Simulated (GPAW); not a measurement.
# CdSe and the effect of the volume of the cell

Symmetry: P6_3mc, No. 186, hexagonal system. The conventional cell has a = 4.300 Å, b = 4.300 Å, c = 7.020 Å, α = 90.00°, β = 90.00°, γ = 120.00°. Cd (site symmetry 3m) has 4 Se at 2.61 to 2.70 Å as nearest neighbours. Se (site symmetry 3m) has 4 Cd at 2.61 to 2.70 Å as nearest neighbours.

Kept alike: task dielectric tensor; functional LDA; k mesh 6 × 6 × 3; occupations fermi-dirac, width 0.001 eV; no spin polarisation. Program: GPAW, the program's PAW data sets (release 1.2.1) made for this functional, cutoff 500 eV. The mesh is that of the run's cell of 4 atoms. No spin-orbit coupling.

| volume of cell, f (times the cell shown) | free energy over the lowest row (meV/atom) |
| --- | --- |
| 0.94 | 3.04 |
| 0.96 | 0.00 |
| 0.98 | 1.24 |
| 1 | 6.36 |
| 1.02 | 14.86 |
| 1.04 | 26.44 |
| 1.06 | 40.69 |

The cell shown is the unstrained one; x, y and z are its Cartesian axes; atoms keep their fractions.

The free energy is lowest at 0.96, and 40.69 meV an atom higher at 1.06.
